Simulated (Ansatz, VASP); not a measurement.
## CaO: VASP beside Ansatz

```
Ca O
1.0
     0.00000    2.60673    2.60673
     2.60673    0.00000    2.60673
     2.60673    2.60673    0.00000
Ca O
1 1
Direct
  0.00000 0.00000 0.00000
  0.25000 0.25000 0.25000
```

The cell was built by a generator and needn't be a form met in nature.

Alike in both runs: task single point; functional r2SCAN; k mesh 6 × 6 × 6; no spin polarisation.

```csv
,VASP,Ansatz
version,VASP 6.6.1,Ansatz 0.2.0
potentials or method,"VASP PAW PBE potentials, release 64 (Ca_sv, O)","plane waves, PAW"
plane-wave cutoff (eV),520,500
occupations,"gaussian, width 0.01 eV",fixed
valence electrons in the cell,16,16
```

```tsv
	VASP	Ansatz	Ansatz less VASP
gap on the k mesh at the Fermi level (eV)	3.73	3.76	+0.026
pressure (GPa)	0.9	0.0	-0.93
```

Caveats: the PAW data sets were made with another functional, which shifts forces and pressure a little (VASP). A k mesh can miss the band edges. r2SCAN opens gaps a little over a GGA but as a rule still falls short of measured ones.
